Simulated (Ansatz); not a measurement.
# Au: how settings move the results

The task here is to estimate one member of a computed series from the others.

Computed with Ansatz 0.2.0 (DFT PBE, scalar-relativistic, plane waves, PAW for the base; runs at other levels say so in their headings and inputs, unless a step's input says otherwise).

### The system as given

Symmetry: Cmcm, No. 63, orthorhombic system. The conventional cell has a = 2.823 Å, b = 5.112 Å, c = 4.893 Å, α = 90.00°, β = 90.00°, γ = 90.00°. Around Au (site symmetry m2m) lie 12 Au at 2.82 to 2.97 Å.

Structure file:

```cif
data_structure
_symmetry_space_group_name_H-M 'Cmcm'
_symmetry_Int_Tables_number 63
_cell_length_a 2.8226
_cell_length_b 5.1119
_cell_length_c 4.8932
_cell_angle_alpha 90.000
_cell_angle_beta 90.000
_cell_angle_gamma 90.000
_cell_volume 70.60
loop_
_atom_site_label
_atom_site_type_symbol
_atom_site_symmetry_multiplicity
_atom_site_Wyckoff_symbol
_atom_site_fract_x
_atom_site_fract_y
_atom_site_fract_z
_atom_site_occupancy
Au1 Au 4 c 0.00000 0.33467 0.75000 1
```

Source of the structure: the Materials Project (structure only). It is taken as it stands there.

### The base run, which the others are set against

The input, input.yaml:

```yaml
crystal:
  lattice:
    - [1.411309965, -2.555933025, 0.0]
    - [1.411309965, 2.555933025, 0.0]
    - [0.0, 0.0, 4.89316961]
  atoms:
    - { symbol: Au, position: [0.66532797, 0.33467203, 0.25] }
    - { symbol: Au, position: [0.33467203, 0.66532797, 0.75] }
basis:
  ecutwfc: 420
kpoints:
  mp_grid: { grid: [16, 16, 10] }
hamiltonian:
  xc: pbe
scf:
  occupations: { method: gaussian, width: 0.1 }
output:
  forces: true
  stress: true
  eigenvalues: true
  populations: true
```

It was run beforehand and gave: -13149.3150 eV/atom at zero smearing, pressure 3.16 GPa, largest force 0.015 eV/Å, no gap on the mesh, in 6 SCF cycles and 5.2 s.

The first run:

The input, input.yaml:

```yaml
crystal:
  lattice:
    - [1.411309965, -2.555933025, 0.0]
    - [1.411309965, 2.555933025, 0.0]
    - [0.0, 0.0, 4.89316961]
  atoms:
    - { symbol: Au, position: [0.66532797, 0.33467203, 0.25] }
    - { symbol: Au, position: [0.33467203, 0.66532797, 0.75] }
basis:
  ecutwfc: 420
kpoints:
  mp_grid: { grid: [16, 16, 10] }
hamiltonian:
  xc: lda
scf:
  occupations: { method: gaussian, width: 0.1 }
output:
  forces: true
  stress: true
  eigenvalues: true
```

Among the steps run: Functional set to LDA; Functional set to PBEsol; Functional set to r2SCAN.

One table of the session follows, with a row left open; its other results are not shown here.

It belongs to the step «The sweep of the functional side by side». 

| functional | pressure (GPa) | largest force (eV/Å) |
| --- | --- | --- |
| PBE | 3.2 | 0.015 |
| LDA | -9.7 | 0.002 |
| PBEsol | -5.3 | 0.008 |
| r2SCAN | ? | ? |

Q: Estimate the row for r2SCAN from the others.

**Answer.** pressure (GPa): -0.4; largest force (eV/Å): 0.010. In the column «pressure (GPa)» it lies between PBEsol (-5.3) and PBE (3.2).
